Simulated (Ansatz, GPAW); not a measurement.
# Si(111) with Br on 25 % of the top atoms and H on the rest: bands and core levels, part 3 of 4

Wanted: the XPS lines and the band structure of Si(111) with Br on 25 % of the top atoms and H on the rest.

Ansatz 0.2.0 and GPAW 26.7.0; DFT, PBE, plane-wave PAW, default files, scalar-relativistic (the session's first sound run).

So far, gap on the k-mesh (eV): step 2 (relaxing the atoms) 1.11.

## Step 3: Layer-resolved bands, DOS and potential (continued)

The DOS has structure finer than the step of the table below, so its rows give means over 1 eV, whole bins alone (the curve runs from -17.0 to 4.63 eV). Peaks (eV: height): total -6.5: 28.1, -1.7: 25.4, 3.5: 26.8, 4.3: 45.5; Si 3p -4.1: 17.1, -2.2: 17.2, -1.7: 21.8, 4.2: 22.9; Si 3s -10.6: 8.43, -9.5: 8.67, -9.0: 12.3, -6.6: 11.7; H 1s -6.5: 2.22, -5.4: 1.80, -3.6: 3.04, -2.8: 1.86; Br 4p -3.2: 2.05, -2.6: 3.55, -2.2: 2.63, -1.6: 1.85.

Table of DOS by E, zero at the valence-band maximum; means over each step; values in states/eV/cell:

| E (eV) | total | Si 3p | Si 3s | H 1s | Br 4p | Br 4s |
| --- | --- | --- | --- | --- | --- | --- |
| -16 | 5.0e-5 | 0 | 0 | 0 | 0 | 4.2e-5 |
| -15 | 2.00 | 0.186 | 0.108 | 6.9e-4 | 0.00827 | 1.69 |
| -14 | 0 | 0 | 0 | 0 | 0 | 0 |
| -13 | 0 | 0 | 0 | 0 | 0 | 0 |
| -12 | 0.149 | 0.00785 | 0.137 | 0.00326 | 1.6e-4 | 3.5e-4 |
| -11 | 3.82 | 0.714 | 2.96 | 0.108 | 0.00648 | 0.0116 |
| -10 | 7.22 | 1.82 | 5.06 | 0.256 | 0.0189 | 0.0232 |
| -9 | 8.58 | 2.36 | 5.75 | 0.355 | 0.0327 | 0.0240 |
| -8 | 4.97 | 1.46 | 2.97 | 0.436 | 0.0473 | 0.0200 |
| -7 | 8.55 | 3.70 | 3.99 | 0.667 | 0.0845 | 0.0206 |
| -6 | 8.37 | 4.04 | 3.31 | 0.744 | 0.145 | 0.0229 |
| -5 | 3.65 | 1.71 | 1.04 | 0.632 | 0.190 | 0.0216 |
| -4 | 15.0 | 10.5 | 1.19 | 2.13 | 0.901 | 0.0230 |
| -3 | 17.2 | 13.4 | 0.812 | 1.11 | 1.70 | 0.00264 |
| -2 | 19.3 | 16.2 | 0.693 | 0.436 | 1.79 | 0.00149 |
| -1 | 9.33 | 8.31 | 0.134 | 0.375 | 0.355 | 8.6e-4 |
| 0 | 1.86 | 1.80 | 2.3e-4 | 3.9e-5 | 0.0133 | 0 |
| 1 | 2.07 | 1.17 | 0.565 | 0.0369 | 0.0177 | 0.00317 |
| 2 | 11.2 | 6.01 | 2.97 | 0.341 | 0.184 | 0.0289 |
| 3 | 18.9 | 10.8 | 3.34 | 0.863 | 0.173 | 0.0339 |
| 4 | 26.5 | 14.7 | 3.07 | 1.04 | 0.0927 | 0.0164 |

Sums over each group's atoms; a table of it gives point samples, which can step over narrow peaks. Table of DOS of the group by E, zero at the valence-band maximum; 7 of 14 lines; values in states/eV:

| E (eV) | other layers: Si 3p | layer 2: Si 3p | layer 3: Si 3p | middle: Si 3p | layer 1: Si 3p | other layers: Si 3s | adsorbate: Br 4p |
| --- | --- | --- | --- | --- | --- | --- | --- |
| -16 | 0 | 0 | 0 | 0 | 0 | 0 | 0 |
| -15 | 2.2e-5 | 0.0440 | 0.00190 | 4.4e-4 | 0.332 | 9.6e-6 | 0.0169 |
| -14 | 0 | 0 | 0 | 0 | 0 | 0 | 0 |
| -13 | 0 | 0 | 0 | 0 | 0 | 0 | 0 |
| -12 | 7.5e-6 | 0 | 0 | 0 | 5.7e-6 | 8.3e-5 | 0 |
| -11 | 0.0703 | 0.0314 | 0.0641 | 0.0667 | 0.0397 | 0.496 | 0.00308 |
| -10 | 0.446 | 0.240 | 0.179 | 0.183 | 0.207 | 1.54 | 0.0167 |
| -9 | 1.33 | 0.754 | 0.554 | 0.570 | 0.603 | 3.56 | 0.0664 |
| -8 | 0.566 | 0.458 | 0.176 | 0.129 | 0.0373 | 1.18 | 0.0573 |
| -7 | 0.138 | 0.0979 | 0.0665 | 0.0881 | 0.0384 | 0.198 | 0.0146 |
| -6 | 1.12 | 0.420 | 1.10 | 1.05 | 0.777 | 1.01 | 0.117 |
| -5 | 0.387 | 0.100 | 0.582 | 0.578 | 0.303 | 0.153 | 0.123 |
| -4 | 6.18 | 2.24 | 1.00 | 0.951 | 3.03 | 0.153 | 1.21 |
| -3 | 4.49 | 2.09 | 2.22 | 2.22 | 1.82 | 0.175 | 1.57 |
| -2 | 4.73 | 2.52 | 2.45 | 2.52 | 1.97 | 0.231 | 1.54 |
| -1 | 3.53 | 2.05 | 1.46 | 1.48 | 1.61 | 0.0336 | 0.241 |
| 0 | 0.353 | 0.118 | 0.231 | 0.227 | 0.204 | 2.6e-5 | 0.00557 |
| 1 | 0.265 | 0.127 | 0.299 | 0.309 | 0.171 | 0.143 | 0.00840 |
| 2 | 2.70 | 1.36 | 1.46 | 1.58 | 1.52 | 1.23 | 0.271 |
| 3 | 2.98 | 1.52 | 2.36 | 2.26 | 1.67 | 1.18 | 0.168 |
| 4 | 2.85 | 1.59 | 1.43 | 1.58 | 1.45 | 0.806 | 0.106 |

This run's widths, added to any smearing of the DOS itself: Gaussian 0.2 eV, Lorentzian 0.05 eV plus 0.08 an eV of depth. The intensity by binding energy, zero at the valence-band maximum; values in % of the maximum within 13 eV:

| binding energy (eV) | 21.2 eV | 150 eV | 600 eV | 1486.7 eV | 8047.8 eV |
| --- | --- | --- | --- | --- | --- |
| -1 | 0.960 | 1.50 | 1.47 | 1.48 | 1.35 |
| 0 | 3.05 | 9.94 | 7.17 | 5.15 | 2.75 |
| 1 | 23.5 | 56.0 | 40.6 | 29.4 | 14.3 |
| 2 | 69.1 | 89.7 | 84.5 | 78.2 | 51.2 |
| 3 | 74.1 | 81.0 | 77.8 | 73.9 | 50.4 |
| 4 | 66.1 | 70.3 | 63.8 | 59.9 | 45.1 |
| 5 | 19.7 | 26.4 | 28.7 | 32.0 | 33.0 |
| 6 | 19.8 | 43.6 | 49.3 | 56.9 | 63.2 |
| 7 | 14.1 | 35.9 | 42.4 | 50.6 | 58.2 |
| 8 | 12.0 | 33.4 | 42.5 | 52.9 | 63.2 |
| 9 | 12.7 | 49.3 | 64.6 | 81.8 | 98.9 |
| 10 | 8.64 | 38.0 | 50.7 | 64.9 | 79.3 |
| 11 | 3.95 | 20.6 | 28.4 | 36.8 | 46.0 |
| 12 | - | 6.80 | 9.39 | 12.4 | 17.1 |
| 13 | - | 3.75 | 5.22 | 7.37 | 13.1 |
| 14 | - | 5.36 | 7.81 | 12.2 | 27.4 |
| 15 | - | 15.6 | 23.5 | 38.2 | 93.5 |
| 16 | - | 5.90 | 8.77 | 14.1 | 33.8 |

Maxima picked by a test of local sharpness, so broad peaks and shoulders can be missing; peaks within 0.45 eV of a curve's cut are left out. Valence peaks, by row:

| photon energy (eV) | binding energy (eV) | height (% of the maximum within 13 eV) | main shell | its share (%) |
| --- | --- | --- | --- | --- |
| 21.2 | 8.995 | 12.75 | H 1s | 40.99 |
| 21.2 | 8.195 | 12.65 | H 1s | 48.61 |
| 21.2 | 6.495 | 23.41 | H 1s | 47.75 |
| 21.2 | 5.395 | 26.39 | H 1s | 50.59 |
| 21.2 | 3.645 | 69.99 | H 1s | 44.03 |
| 21.2 | 2.545 | 100 | Br 4p | 76.06 |
| 21.2 | 1.595 | 66.14 | Br 4p | 69.9 |
| 21.2 | 0.4446 | 7.271 | Si 3p | 46.72 |
| 150 | 15.09 | 15.98 | Br 4s | 85.71 |
| 150 | 9.045 | 49.63 | Si 3s | 74 |
| 150 | 6.545 | 58.99 | Si 3s | 52.02 |
| 150 | 5.945 | 43.85 | Si 3s | 49.5 |
| 150 | 3.445 | 80.78 | Si 3p | 77.45 |
| 150 | 2.245 | 97.06 | Si 3p | 79.94 |
| 150 | 1.645 | 100 | Si 3p | 85.22 |
| 150 | 0.3946 | 28.26 | Si 3p | 95.79 |
| 600 | 15.09 | 23.98 | Br 4s | 90.2 |
| 600 | 9.095 | 65.24 | Si 3s | 86.4 |
| 600 | 7.295 | 41.73 | Si 3s | 77.55 |
| 600 | 6.545 | 67.23 | Si 3s | 70.47 |
| 600 | 5.945 | 49.47 | Si 3s | 67.43 |
| 600 | 2.495 | 100 | Br 4p | 45.29 |
| 600 | 1.645 | 87.35 | Si 3p | 60.01 |
| 600 | 0.3946 | 19.2 | Si 3p | 86.33 |
| 1487 | 15.09 | 39.11 | Br 4s | 93.24 |
| 1487 | 9.095 | 82.66 | Si 3s | 92.18 |
| 1487 | 7.295 | 50.67 | Si 3s | 86.14 |
| 1487 | 6.545 | 78.32 | Si 3s | 81.98 |
| 1487 | 5.945 | 57.14 | Si 3s | 78.93 |
| 1487 | 2.495 | 100 | Br 4p | 62.6 |
| 1487 | 1.645 | 76.33 | Br 4p | 48.75 |
| 1487 | 0.3946 | 12.58 | Si 3p | 71.29 |
| 8048 | 15.09 | 95.75 | Br 4s | 97.06 |
| 8048 | 9.095 | 100 | Si 3s | 94.66 |
| 8048 | 7.295 | 59.1 | Si 3s | 91.52 |
| 8048 | 6.545 | 88.33 | Si 3s | 90.54 |
| 8048 | 3.545 | 52.03 | Si 3s | 51.03 |
| 8048 | 2.495 | 69.15 | Br 4p | 69.81 |
| 8048 | 1.645 | 47.64 | Br 4p | 60.23 |

The planar mean, electrostatic potential oscillates, so the rows of the table below give means over windows of 1 Å about each position, cut where the curve ends. Its maxima inside the range that stand out by 2 % of the span (Å: eV): 10.5: 2.12, 13.6: 2.11, 16.8: 2.56. Its minima: 8.8: -11.3, 12.0: -11.3, 15.1: -11.5, 17.6: 1.54.

From the valence-band maximum. The planar mean, electrostatic potential by z; means over each step:

z (Å), planar mean, electrostatic potential (eV) and a bar from the least value:
```
        0        4.9 #############################
        1        4.7 #############################
        2        4.7 #############################
        3        4.7 #############################
        4        4.7 #############################
        5        4.7 #############################
        6        4.5 #############################
        7        2.6 #########################
        8       -3.9 ############
        9      -10.0 
       10       -0.9 ##################
       11       -2.4 ###############
       12      -10.2 
       13       -2.5 ###############
       14       -0.9 ##################
       15      -10.1 
       16       -4.0 ############
       17        2.0 ########################
       18        2.3 ########################
       19        4.8 #############################
       20        5.1 ##############################
       21        5.2 ##############################
       22        5.2 ##############################
       23        5.2 ##############################
       24        5.1 ##############################
```

Shapes are the site's partial DOS without matrix elements, which overweights lines from ligand s bands. Table of intensity by emission energy less the core level's binding energy, zero at the valence-band maximum; read off at these points; 7 of 10 lines; values in % of the unpolarised maximum:

| emission energy less the core level's binding energy (eV) | Br K-beta valence | Br K-beta valence, E along x | Br K-beta valence, E along y | Br K-beta valence, E along z | Br L3-N1 | Si K-beta | Si K-beta, E along x |
| --- | --- | --- | --- | --- | --- | --- | --- |
| -16.0 | 1.78 | 1.54 | 1.54 | 2.27 | 62.6 | 0.809 | 0.614 |
| -15.0 | 2.12 | 1.79 | 1.79 | 2.79 | 99.2 | 1.22 | 0.818 |
| -14.0 | 2.50 | 2.12 | 2.12 | 3.28 | 53.2 | 1.17 | 1.03 |
| -13.0 | 3.05 | 2.54 | 2.54 | 4.05 | 23.8 | 1.52 | 1.50 |
| -12.0 | 3.88 | 3.11 | 3.11 | 5.43 | 13.2 | 2.67 | 2.74 |
| -11.0 | 5.17 | 3.89 | 3.89 | 7.74 | 9.42 | 6.18 | 6.49 |
| -10.0 | 7.10 | 5.01 | 5.01 | 11.3 | 8.28 | 11.8 | 12.6 |
| -9.0 | 9.82 | 6.65 | 6.65 | 16.2 | 7.59 | 15.8 | 17.4 |
| -8.0 | 13.7 | 9.24 | 9.24 | 22.7 | 6.55 | 14.8 | 16.2 |
| -7.0 | 19.9 | 13.6 | 13.6 | 32.5 | 6.00 | 22.3 | 21.5 |
| -6.0 | 29.9 | 21.7 | 21.7 | 46.3 | 5.88 | 28.4 | 27.0 |
| -5.0 | 46.4 | 38.4 | 38.4 | 62.4 | 5.09 | 26.2 | 23.6 |
| -4.0 | 72.3 | 72.0 | 72.0 | 73.0 | 4.29 | 66.5 | 59.4 |
| -3.0 | 96.4 | 116 | 116 | 58.1 | 2.44 | 88.1 | 84.8 |
| -2.6 | 99.9 | 125 | 125 | 49.2 | 1.96 | 95.8 | 95.3 |
| -2.4 | 99.3 | 127 | 127 | 45.0 | 1.80 | 98.7 | 103 |
| -2.0 | 93.1 | 121 | 121 | 37.6 | 1.57 | 99.6 | 104 |
| -1.0 | 59.7 | 77.9 | 77.9 | 23.4 | 1.15 | 64.7 | 71.1 |
| 0.0 | 31.4 | 40.3 | 40.3 | 13.6 | 0.841 | 18.3 | 23.2 |
| 1.0 | 17.6 | 22.2 | 22.2 | 8.50 | 0.687 | 4.76 | 5.23 |

Broadened DOS, unweighted empty DOS against E, zero at the valence-band maximum; read off at these points:

E (eV), broadened DOS, unweighted empty DOS (states/eV/cell) and a bar:
```
    -0.97        0.0 
    -0.77        0.0 
    -0.67        0.0 
    -0.47        0.0 
    -0.27        0.0 
    -0.07        0.0 
     0.03        0.0 
     0.23        0.0 
     0.43        0.0 
     0.63        0.2 
     0.73        0.4 #
     0.93        1.7 ##
     1.13        3.3 ####
     1.23        3.7 #####
     1.43        4.1 #####
     1.63        6.4 ########
     1.83       10.8 ##############
     1.93       12.5 ################
     2.13       13.7 ##################
     2.33       14.0 ##################
     2.43       14.7 ###################
     2.63       16.8 ######################
     2.83       18.2 ########################
     3.03       18.7 ########################
     3.13       18.9 #########################
     3.33       20.2 ##########################
     3.53       21.3 ############################
     3.73       19.8 ##########################
     3.83       19.2 #########################
     4.03       23.0 ##############################
```

The spectra weight each projected shell by its atomic cross section (Dirac–Hartree–Slater) and angular factor, for linear light with the analyser at 30° from the polarisation. Broadening, on top of any smearing of the DOS itself: a Gaussian of 0.2 eV and a Lorentzian of 0.05 eV plus 0.08 times the binding energy (full widths), Fermi edge at 300 K. Each atom is damped by exp[−depth/(λ cos θ)], θ = 0° from the normal, λ from the universal curve. Curves are cut 10 eV under the photon energy, above any shell that the free atom's threshold puts out of reach, or at the lower edge of the window: 11.2 eV at 21.2 eV, 17 eV at 150 eV, 17 eV at 600 eV, 17 eV at 1486.7 eV and 17 eV at 8047.8 eV. Dipole terms alone, which is rough above 3 keV; no background, satellites or final-state effects.

Share of each shell in the spectrum's area (%), by photon energy:

| shell | 21.2 eV | 150 eV | 600 eV | 1486.7 eV | 8047.8 eV |
| --- | --- | --- | --- | --- | --- |
| Br 4s | 0.0 | 4.9 | 7.2 | 10.8 | 24.4 |
| Br 4p | 51.0 | 5.6 | 15.7 | 19.3 | 13.2 |
| H 1s | 29.4 | 1.3 | 0.2 | 0.1 | 0.0 |
| Si 3s | 7.0 | 32.0 | 45.2 | 54.5 | 59.8 |
| Si 3p | 12.6 | 56.1 | 31.7 | 15.3 | 2.6 |

Cross sections used, in Mb an electron:

| shell | 21.2 eV | 150 eV | 600 eV | 1486.7 eV | 8047.8 eV |
| --- | --- | --- | --- | --- | --- |
| Br 4s | - | 0.046 | 0.0060 | 0.0013 | 3.9e-5 |
| Br 4p | 3.2 | 0.026 | 0.0050 | 8.7e-4 | 9.9e-6 |
| H 1s | 1.9 | 0.0055 | 6.2e-5 | 3.0e-6 | 9.6e-9 |
| Si 3s | 0.13 | 0.041 | 0.0037 | 5.3e-4 | 7.1e-6 |
| Si 3p | 0.15 | 0.034 | 0.0013 | 8.8e-5 | 2.4e-7 |

Regions along c: top from 15.2 to 21.8 Å, middle from 9.8 to 15.0 Å, bottom from 3.0 to 9.7 Å.

States with weight above 0.08 nearest the zero at Γ of the zone, within the window kept, -7.4 to 4.9 eV (levels that the program groups as degenerate share a row):

| E (eV) | weight, total | weight, top | weight, middle | weight, bottom |
| --- | --- | --- | --- | --- |
| -2.62 | 0.14 | 0.13 | 0.00 | 0.00 |
| -2.37 | 0.08 | 0.08 | 0.00 | 0.00 |
| -1.71 | 0.09 | 0.08 | 0.00 | 0.00 |
| -1.24 | 0.97 | 0.18 | 0.55 | 0.22 |
| -0.85 | 1.99 | 0.16 | 1.43 | 0.33 |
| -0.44 | 1.98 | 0.44 | 0.56 | 0.85 |
| 0.00 | 1.99 | 0.31 | 1.01 | 0.59 |
| 1.85 | 0.92 | 0.11 | 0.60 | 0.18 |
| 2.19 | 0.96 | 0.22 | 0.32 | 0.38 |
| 2.54 | 0.95 | 0.11 | 0.56 | 0.26 |

The largest force component on a free atom is 0.002 eV/Å, so the atoms are at rest for these settings too.

[end of part 3 of 4]

[Logs are printed without paths, hosts, clocks, repeated set-up lines and the standing remarks that a program may print on its own settings, such as how far it seeks lower states.]

[Hosts, paths, dates, database ids (printed as entryN), source tags and the programs' standing remarks are cut or masked in the printed files.]

[Maps of the electrostatic potential energy from Ansatz leave out the sawtooth potential of an applied field or a dipole correction, so their vacuum need not be flat; work functions include it.]
